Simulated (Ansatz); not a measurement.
# Rh(110) / 1 layer Cu(110) / Rh(110): resistance against film thickness

Wanted: interface resistance and thickness dependence for Rh(110) / 1 layer Cu(110) / Rh(110).

Method: Ansatz plane-wave DFT, PBE, PAW files; ballistic transport by layer matching (Landauer), zero bias; PAW set soft_1, in Ansatz 0.2.0.

Report form: the programs' logs are mostly left out.

### Step 1. Set-up

The cell holds 14 atoms: 13 Rh and 1 Cu. Cell: a = 2.689 Å, b = 3.803 Å, c = 18.635 Å, α = 90.0°, β = 90.0°, γ = 90.0°. It derives from Rh and Cu. Regions: lead, 13 atoms (13 Rh); films, 1 atom (1 Cu). The structure is stacked along c, and the current runs across the ab planes.

### Step 2. With 1 layer

The film is laid into the lead at the lead's in-plane lattice, and the cell closes on the lead's own image. The mesh across the current, 28×20, is finer than the density's, because channels open and close sharply across the zone. Energies from -1 to 1 eV in steps of 0.036 eV cover the slope of the Fermi function at 300 K, so the program can form a conductance.

input.yaml

```yaml
crystal:
  lattice:
    - [2.6891977995, 0.0, 0.0]
    - [0.0, 3.8031, 0.0]
    - [0.0, 0.0, 18.6345411049]
  atoms:
    - { symbol: Rh, position: [0.0, 0.0, 0.0360781329] }
    - { symbol: Rh, position: [0.5, 0.5, 0.1082343986] }
    - { symbol: Rh, position: [0.0, 0.0, 0.1803906643] }
    - { symbol: Rh, position: [0.5, 0.5, 0.2525469301] }
    - { symbol: Rh, position: [0.0, 0.0, 0.3247031958] }
    - { symbol: Rh, position: [0.5, 0.5, 0.3968594615] }
    - { symbol: Cu, position: [0.0, 0.0, 0.4639218671] }
    - { symbol: Rh, position: [0.5, 0.5, 0.5309842727] }
    - { symbol: Rh, position: [0.0, 0.0, 0.6031405385] }
    - { symbol: Rh, position: [0.5, 0.5, 0.6752968042] }
    - { symbol: Rh, position: [0.0, 0.0, 0.7474530699] }
    - { symbol: Rh, position: [0.5, 0.5, 0.8196093357] }
    - { symbol: Rh, position: [0.0, 0.0, 0.8917656014] }
    - { symbol: Rh, position: [0.5, 0.5, 0.9639218671] }
kpoints:
  mp_grid: { grid: [14, 10, 2] }
hamiltonian:
  xc: pbe
  pseudopotentials: { kind: paw, azcp: { folder: soft_1 } }
scf:
  occupations: { method: fermi_dirac, width: 0.1 }
output:
  transmission: { leads: [[0, 1]], kmesh: [28, 20], e_range: [-1.0, 1.0], de: 0.036 }
  write_potential: true
  write_density: true
  volumetric_format: npy
  elf: true
```

The run is started by

```sh
$ ansatz run input.yaml --threads 4 --pin off --max-ram 8192MiB --backend cpu --events-out ev --progress --plain --runs-dir out
```

It took 9.1 min on 4 threads of Arm Neoverse V2, shared host; peak memory 2 GiB; 34 min of CPU time.

Numbers from this step:

- free energy: -89863.3182 eV
- energy at zero smearing: -89863.0033 eV
- Fermi energy: 22.00 eV
- cell area: 10.23 Å²
- step of the lead's potential: 9.9 meV
- ballistic conductance of the lead: 2.31e15 S/m²
- estimated errors of the lead's conductance: 0, 3.4, 0.2 % (band edges, k-mesh, distance from neutral)
- lead conductance per cell: 3.044 G₀
- conductance of the junction: 1.29e15 S/m²
- junction conductance per cell: 1.706 G₀
- estimated errors of the junction's conductance: 0.1, 0.1, 3.6, 30.3, 0.1 % (energy step, band edges, k-mesh, leads' steps, distance from neutral)
- area resistance that the stack adds (contact term taken off, spin by spin): 0.3402 fΩ m²

Per spin. Table of transmission, zone mean by energy, zero at the Fermi level:

```tsv
energy (eV)	transmission, zone mean
-1.000	1.84
-0.964	1.82
-0.892	1.83
-0.856	1.85
-0.784	1.81
-0.748	1.79
-0.676	1.79
-0.640	1.81
-0.568	1.78
-0.532	1.78
-0.460	1.78
-0.424	1.78
-0.352	1.77
-0.316	1.75
-0.244	1.70
-0.208	1.71
-0.136	1.70
-0.100	1.71
-0.028	1.69
0.008	1.72
0.080	1.71
0.116	1.75
0.188	1.81
0.224	1.82
0.296	1.79
0.332	1.76
0.404	1.66
0.440	1.59
0.512	1.42
0.548	1.33
0.620	1.13
0.656	1.06
0.728	0.963
0.764	0.952
0.836	0.917
0.872	0.904
0.944	0.881
0.980	0.866
```

Per spin. The open channels, zone mean, lead by energy, zero at the Fermi level:

```tsv
energy (eV)	open channels, zone mean, lead
-1.000	2.99
-0.892	2.93
-0.820	2.92
-0.712	2.88
-0.640	2.86
-0.532	2.92
-0.424	2.84
-0.352	2.91
-0.244	2.93
-0.136	2.94
-0.064	2.94
0.008	3.07
0.044	3.10
0.116	3.13
0.224	3.26
0.332	3.31
0.404	3.40
0.512	3.04
0.620	2.40
0.692	2.02
0.800	1.69
0.872	1.44
0.980	1.18
```

Transmission over k1 and k2. At 0.0080 eV from the Fermi level.

Values, 12 rows by 16 columns, each cell a mean:
```
0.82 0.54 1.84 2.33 2.19 2.36 2.10 1.98 2.46 2.01 2.24 2.35 2.25 2.23 1.15 0.52
0.00 0.13 1.32 2.16 2.35 2.44 2.67 2.09 1.62 2.53 2.58 2.38 2.31 1.97 0.61 0.06
0.31 0.64 0.99 1.52 1.58 1.52 1.95 2.25 1.89 2.40 1.67 1.52 1.60 1.34 0.79 0.45
1.89 1.43 1.22 0.99 0.93 0.98 2.04 2.48 2.60 2.39 1.45 0.92 0.96 1.05 1.34 1.60
2.88 2.45 1.40 1.04 1.05 0.95 1.84 2.56 2.61 2.40 1.28 0.98 1.08 1.06 1.84 2.74
3.06 2.86 1.89 1.93 1.48 1.50 2.13 2.62 2.61 2.48 1.88 1.38 1.71 1.76 2.38 2.97
3.04 2.72 1.67 1.01 1.19 1.14 1.90 2.62 2.61 2.46 1.45 1.15 1.17 1.08 2.19 2.93
2.31 1.83 1.23 1.02 0.95 0.92 1.96 2.43 2.60 2.31 1.37 0.91 1.00 1.05 1.47 2.08
0.96 0.87 1.10 1.13 1.07 0.93 1.63 2.61 2.54 2.40 1.17 0.96 1.13 1.13 0.99 0.84
0.00 0.37 1.13 2.08 2.27 2.46 2.79 1.93 1.29 2.60 2.67 2.35 2.21 1.79 0.68 0.18
0.27 0.20 1.59 2.18 2.34 2.39 2.35 2.00 2.01 2.18 2.39 2.39 2.34 2.05 0.81 0.17
1.73 0.83 2.18 2.53 2.35 1.85 1.87 2.38 3.23 2.01 1.86 2.11 2.39 2.49 1.62 1.02
```
Columns: k1 (b1) from -0.5 to 0.464; rows upwards: k2 (b2) from -0.5 to 0.45.

Open channels over k1 and k2. At 0.0080 eV from the Fermi level.

Values, 12 rows by 16 columns, each cell a mean:
```
0.94 1.34 3.71 3.83 3.66 4.00 3.60 3.60 4.51 3.54 3.83 4.00 3.66 3.77 3.06 0.60
0.00 0.29 2.66 3.91 4.00 4.00 3.97 3.23 2.91 3.71 4.00 4.00 4.00 3.71 1.34 0.09
0.94 0.94 1.94 2.80 2.80 2.80 2.97 3.54 3.20 3.54 2.80 2.80 2.80 2.63 1.34 0.77
4.00 3.49 2.97 2.00 2.00 2.00 3.37 3.83 4.00 3.77 2.57 2.00 2.00 2.29 3.29 3.74
5.60 5.26 3.09 2.17 2.00 2.00 2.94 3.91 4.00 3.66 2.34 2.00 2.00 2.40 4.06 5.60
6.00 6.00 4.31 2.77 2.00 2.17 3.03 4.00 4.00 3.71 2.63 2.00 2.51 2.86 5.43 6.00
6.00 5.77 3.57 1.91 2.00 2.00 2.86 4.00 4.00 3.71 2.29 2.00 2.00 2.23 4.74 6.00
4.40 4.11 3.00 2.09 2.00 2.00 3.23 3.74 4.00 3.60 2.51 2.00 2.00 2.34 3.57 4.31
2.54 1.86 2.51 2.00 2.00 2.00 2.74 4.00 4.00 3.66 2.23 2.00 2.00 2.29 2.14 2.03
0.00 0.51 2.00 4.00 4.00 4.00 4.00 3.09 2.40 3.77 4.00 4.00 4.00 3.49 1.06 0.26
0.31 0.71 3.34 3.74 3.89 4.00 3.80 3.29 3.77 3.49 3.94 4.00 3.89 3.66 2.31 0.20
1.83 1.60 4.00 4.00 3.77 3.31 3.77 4.69 5.66 4.06 3.71 3.49 3.77 4.00 3.49 1.09
```
Columns: k1 (b1) from -0.5 to 0.464; rows upwards: k2 (b2) from -0.5 to 0.45.

Electrostatic potential energy in the ca plane at fractional y = 0.000, with atoms of Rh and Cu within 0.2 Å of it. With pseudopotentials it is smooth inside the atoms' cores, unlike the true potential.

Ten even steps from '0' (-59 eV) to '9' (25 eV), each cell a mean:
```
30159951038972026984127983015985103896202798
63479974369985358996468996347997436998435899
87799997789998789999889998779999778999878999
99999999999999999999999999999999999999999999
98899998899999899999999999889999889999989999
75589985579996568998679997558998557998656999
41269962148973137985248984126995214897313798
20048840027961016983027972004984003896101698
```
Columns run along c (18.6 Å; values clipped at the 3rd and 97th percentile), rows up along a (2.7 Å). Atoms in or near the plane, at fractional coordinates: Rh at (0.04, 0.00), Rh at (0.18, 0.00), Rh at (0.32, 0.00), Cu at (0.46, 0.00), Rh at (0.60, 0.00), Rh at (0.75, 0.00), Rh at (0.89, 0.00).

Valence density in the ca plane at fractional y = 0.000, with atoms of Rh and Cu within 0.2 Å of it. It is the smooth field of the valence electrons, not physical close to the nuclei.

Ten steps, logarithmic in the rise over the least value, from '0' (0 e/Å³) to '9' (56 e/Å³), each cell a mean:
```
46630036641025652015861014663013664102565201
34420024430013431002430003442002443001343100
12100001210001210000100001210000121000121000
00000000000000000000000000000000000000000000
01100001100000100000000000110000110000010000
23310013320002321001220002331001332001232000
45530035541024552004751014553003554102554201
56641146651025653016982025663114665103565201
```
Columns run along c (18.6 Å), rows up along a (2.7 Å). Atoms in or near the plane, at fractional coordinates: Rh at (0.04, 0.00), Rh at (0.18, 0.00), Rh at (0.32, 0.00), Cu at (0.46, 0.00), Rh at (0.60, 0.00), Rh at (0.75, 0.00), Rh at (0.89, 0.00).

ELF in the ca plane at fractional y = 0.000, with atoms of Rh and Cu within 0.2 Å of it. It is the smooth field of the valence electrons, not physical close to the nuclei.

Ten even steps from '0' (0.16) to '9' (0.75), each cell a mean:
```
79951159972138983100510027985115996213898312
47631136741115752100000014763113664112675111
12210012210002220000000001221001221000222000
11100001110001110000000001111001111000111000
11100001110001110000000001110000111000111000
35420024530014541000000013541002453001454100
68841148861137873100200026884114886113787211
79951159972148984101930027995116997214898312
```
Columns run along c (18.6 Å), rows up along a (2.7 Å). Atoms in or near the plane, at fractional coordinates: Rh at (0.04, 0.00), Rh at (0.18, 0.00), Rh at (0.32, 0.00), Cu at (0.46, 0.00), Rh at (0.60, 0.00), Rh at (0.75, 0.00), Rh at (0.89, 0.00).

The lead's potential steps by 9.9 meV from period to period, small in itself. The program estimates the junction's conductance to 3.6 % from the k-mesh, 0.1 % from the leads' distance from neutral and 30 % from their steps; more lead layers would test the latter.

By hand: 1/G − 1/G_lead = 1/1.292 − 1/2.306 = 0.340 fΩ m² with G in 10¹⁵ S/m².

### Step 3. With 3 layers, film layers 3

The stack now holds 3 film layers; the k-mesh follows the cell, and the energies span -0.27 to 0.27 eV.

System of this step: Rh(110) / 3 layers Cu(110) / Rh(110). The cell holds 16 atoms: 13 Rh and 3 Cu. Its edges and angles: a = 2.689 Å, b = 3.803 Å, c = 20.944 Å, α = 90.0°, β = 90.0°, γ = 90.0°. It derives from Rh and Cu. Regions: lead, 13 atoms (13 Rh); films, 3 atoms (3 Cu). The structure is stacked along c, and the current runs across the ab planes.

input.yaml

```yaml
crystal:
  lattice:
    - [2.6891977995, 0.0, 0.0]
    - [0.0, 3.8031, 0.0]
    - [0.0, 0.0, 20.9440519208]
  atoms:
    - { symbol: Rh, position: [0.0, 0.0, 0.0320997796] }
    - { symbol: Rh, position: [0.5, 0.5, 0.0962993387] }
    - { symbol: Rh, position: [0.0, 0.0, 0.1604988978] }
    - { symbol: Rh, position: [0.5, 0.5, 0.224698457] }
    - { symbol: Rh, position: [0.0, 0.0, 0.2888980161] }
    - { symbol: Rh, position: [0.5, 0.5, 0.3530975752] }
    - { symbol: Cu, position: [0.0, 0.0, 0.4127649767] }
    - { symbol: Cu, position: [0.5, 0.5, 0.4679002204] }
    - { symbol: Cu, position: [0.0, 0.0, 0.5230354642] }
    - { symbol: Rh, position: [0.5, 0.5, 0.5827028656] }
    - { symbol: Rh, position: [0.0, 0.0, 0.6469024248] }
    - { symbol: Rh, position: [0.5, 0.5, 0.7111019839] }
    - { symbol: Rh, position: [0.0, 0.0, 0.775301543] }
    - { symbol: Rh, position: [0.5, 0.5, 0.8395011022] }
    - { symbol: Rh, position: [0.0, 0.0, 0.9037006613] }
    - { symbol: Rh, position: [0.5, 0.5, 0.9679002204] }
kpoints:
  mp_grid: { grid: [14, 10, 2] }
hamiltonian:
  xc: pbe
  pseudopotentials: { kind: paw, azcp: { folder: soft_1 } }
scf:
  occupations: { method: fermi_dirac, width: 0.1 }
output:
  transmission:
    leads: [[0, 1]]
    kmesh: [28, 20]
    e_range: [-0.27, 0.27]
    de: 0.036
  write_potential: true
  write_density: true
  volumetric_format: npy
```

Wall time 5.1 min (4 threads); peak memory 2.6 GiB; 18 min of CPU time.

Numbers from this step:

```yaml
free_energy: -103113.4490 eV
energy_at_zero_smearing: -103113.1246 eV
fermi_energy: 21.35 eV
step_of_the_lead_s_potential: 14.3 meV
estimated_errors_of_the_lead_s_conductance: 0, 3.4, 0.1 % (band edges, k-mesh, distance from neutral)
lead_conductance_per_cell: 3.046 G₀
conductance_of_the_junction: 8.44e14 S/m²
junction_conductance_per_cell: 1.113 G₀
estimated_errors_of_the_junction_s_conductance: 0.1, 0.3, 3.4, 12.2, 0.1 % (energy step, band edges, k-mesh, leads' steps, distance from neutral)
area_resistance_that_the_stack_adds_contact_term_taken_off_spin_by_spin: 0.7522 fΩ m²
```

Per spin. Transmission, zone mean against energy, zero at the Fermi level:

```tsv
energy (eV)	transmission, zone mean
-0.270	1.25
-0.234	1.22
-0.198	1.20
-0.162	1.17
-0.126	1.17
-0.090	1.14
-0.054	1.12
-0.018	1.12
0.018	1.10
0.054	1.09
0.090	1.07
0.126	1.06
0.162	1.04
0.198	1.04
0.234	1.03
0.270	0.986
```

The conductance of the junction is 8.4e14 S/m², 35 % under the 1.3e15 S/m² of the last finished run.

### Step 4. With 5 layers, film layers 5

The stack now holds 5 film layers; the k-mesh follows the cell, and the energies span -0.27 to 0.27 eV.

System of this step: Rh(110) / 5 layers Cu(110) / Rh(110). The cell holds 18 atoms: 13 Rh and 5 Cu. Cell: a = 2.689 Å, b = 3.803 Å, c = 23.254 Å, α = 90.0°, β = 90.0°, γ = 90.0°. It derives from Rh and Cu. Regions: lead, 13 atoms (13 Rh); films, 5 atoms (5 Cu). The structure is stacked along c, and the current runs across the ab planes.

input.yaml, the sections that differ from step 3:

```yaml
crystal:
  lattice:
    - [2.6891977995, 0.0, 0.0]
    - [0.0, 3.8031, 0.0]
    - [0.0, 0.0, 23.2535627366]
  atoms:
    - { symbol: Rh, position: [0.0, 0.0, 0.0289116751] }
    - { symbol: Rh, position: [0.5, 0.5, 0.0867350252] }
    - { symbol: Rh, position: [0.0, 0.0, 0.1445583753] }
    - { symbol: Rh, position: [0.5, 0.5, 0.2023817254] }
    - { symbol: Rh, position: [0.0, 0.0, 0.2602050756] }
    - { symbol: Rh, position: [0.5, 0.5, 0.3180284257] }
    - { symbol: Cu, position: [0.0, 0.0, 0.3717697456] }
    - { symbol: Cu, position: [0.5, 0.5, 0.4214290353] }
    - { symbol: Cu, position: [0.0, 0.0, 0.4710883249] }
    - { symbol: Cu, position: [0.5, 0.5, 0.5207476146] }
    - { symbol: Cu, position: [0.0, 0.0, 0.5704069043] }
    - { symbol: Rh, position: [0.5, 0.5, 0.6241482242] }
    - { symbol: Rh, position: [0.0, 0.0, 0.6819715743] }
    - { symbol: Rh, position: [0.5, 0.5, 0.7397949244] }
    - { symbol: Rh, position: [0.0, 0.0, 0.7976182746] }
    - { symbol: Rh, position: [0.5, 0.5, 0.8554416247] }
    - { symbol: Rh, position: [0.0, 0.0, 0.9132649748] }
    - { symbol: Rh, position: [0.5, 0.5, 0.9710883249] }
# kpoints, hamiltonian, scf, output: as in step 3
```

Run time: 5.6 min. Hardware: 4 threads; peak memory 3.1 GiB.

This step gave:

```
free energy                                                                : -116363.6229 eV
energy at zero smearing                                                    : -116363.2924 eV
Fermi energy                                                               : 20.85 eV
step of the lead's potential                                               : 15.6 meV
lead conductance per cell                                                  : 3.045 G₀
conductance of the junction                                                : 7.89e14 S/m²
junction conductance per cell                                              : 1.042 G₀
estimated errors of the junction's conductance                             : 0.1, 0.4, 4.5, 43.5, 0 % (energy step, band edges, k-mesh, leads' steps, distance from neutral)
area resistance that the stack adds (contact term taken off, spin by spin) : 0.8333 fΩ m²
```

Per spin. Transmission, zone mean against energy, zero at the Fermi level:

```tsv
energy (eV)	transmission, zone mean
-0.270	1.10
-0.234	1.08
-0.198	1.07
-0.162	1.06
-0.126	1.07
-0.090	1.06
-0.054	1.03
-0.018	1.03
0.018	1.04
0.054	1.06
0.090	1.04
0.126	1.05
0.162	1.05
0.198	1.06
0.234	1.05
0.270	1.01
```

The conductance of the junction is 7.9e14 S/m², 6.4 % under the 8.4e14 S/m² of the last finished run, no more than the error estimates, leads' steps apart, of 3.4 and 4.5 % together. The estimate from the leads' steps, 44 %, is larger still.

[end of part 1 of 2]

[Logs are printed without paths, hosts, clocks, repeated set-up lines and the standing remarks that a program may print on its own settings, such as how far it seeks lower states.]

[Hosts, paths, dates, database ids (printed as entryN), source tags and the programs' standing remarks are cut or masked in the printed files.]
